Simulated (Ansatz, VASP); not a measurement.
## InSe2 in VASP and in Ansatz

File INCAR:

```
SYSTEM = InSe2
PREC = Accurate ; ENCUT = 520
EDIFF = 1E-7 ; ISMEAR = 0
SIGMA = 0.1 ; LREAL = .False.
LASPH = .True. ; NELM = 100
ALGO = Normal ; ISIF = 2
LWAVE = .False. ; LCHARG = .False.
GGA = PE ; NBANDS = 20
```

The input KPOINTS:

```
regular mesh
0
Gamma
  6 6 6
  0 0 0
```

File POSCAR:

```
InSe2
1.0
    4.8692075143      0.0000000000      0.0000000000
   -2.4346037572      4.2168574037      0.0000000000
    0.0000000000      0.0000000000      3.4248262496
In Se
1 2
Direct
    0.0000000000      0.0000000000      0.0000000000
    0.3333333333      0.6666666667      0.5000000000
    0.6666666667      0.3333333333      0.5000000000
```

Input for Ansatz:

```yaml
crystal:
  lattice:
    - [4.8692075143, 0.0, 0.0]
    - [-2.4346037572, 4.2168574037, 0.0]
    - [0.0, 0.0, 3.4248262496]
  atoms:
    - { symbol: In, position: [0.0, 0.0, 0.0] }
    - { symbol: Se, position: [0.3333333333, 0.6666666667, 0.5] }
    - { symbol: Se, position: [0.6666666667, 0.3333333333, 0.5] }
basis:
  ecutwfc: 420
kpoints:
  mp_grid: { grid: [6, 6, 6] }
hamiltonian:
  xc: pbe
scf:
  occupations: { method: gaussian, width: 0.1 }
  lower_state_search: "off"
output:
  forces: true
  stress: true
  eigenvalues: true
```

Alike in both runs: task single point; functional PBE; k mesh 6 × 6 × 6; occupations gaussian, width 0.1 eV; no spin polarisation.

```csv
,VASP,Ansatz
version,VASP 6.6.1,Ansatz 0.2.0
potentials or method,"VASP PAW PBE potentials, release 64 (In_d, Se)","scalar-relativistic, plane waves, PAW"
plane-wave cutoff (eV),520,420
valence electrons in the cell,25,45
```

```tsv
	VASP	Ansatz	Ansatz less VASP
gap on the k mesh at the Fermi level (eV)	none	none	-
pressure (GPa)	2.0	2.0	-0.01
largest component of the traceless stress (GPa)	2.83	2.83	+0.002
```

A gap of «none» marks a metal or a gap that the smearing closes. With one functional, cell and mesh, what is left measures potentials, basis and numerics. The two sets of potentials don't hold the same shells in valence.
